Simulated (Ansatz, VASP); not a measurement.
## BaTe: VASP beside Ansatz

```
Ba Te
1.0
     0.00000    4.04080    4.04080
     4.04080    0.00000    4.04080
     4.04080    4.04080    0.00000
Ba Te
1 1
Direct
  0.00000 0.00000 0.00000
  0.25000 0.25000 0.25000
```

Alike in both runs: task single point; functional PBE; k mesh 8 × 8 × 8; occupations gaussian, width 0.05 eV; no spin polarisation.

|  | VASP | Ansatz |
| --- | --- | --- |
| version | VASP 6.6.1 | Ansatz 0.2.0 |
| potentials or method | VASP PAW PBE potentials, release 64 (Ba_sv, Te) | scalar-relativistic, plane waves, PAW |
| plane-wave cutoff (eV) | 520 | 420 |
| valence electrons in the cell | 16 | 26 |

```csv
,VASP,Ansatz,Ansatz less VASP
gap on the k mesh at the Fermi level (eV),2.44,2.43,-0.005
least direct gap on the mesh (eV),2.76,2.76,-0.007
pressure (GPa),-1.3,-1.5,-0.14
```

The functional is the same, so the differences come from potentials, cutoffs and numerics. The two sets of potentials don't hold the same shells in valence.

Caveats: spin-orbit coupling is left out, which moves the levels of the heavy elements. A k mesh can miss the band edges.
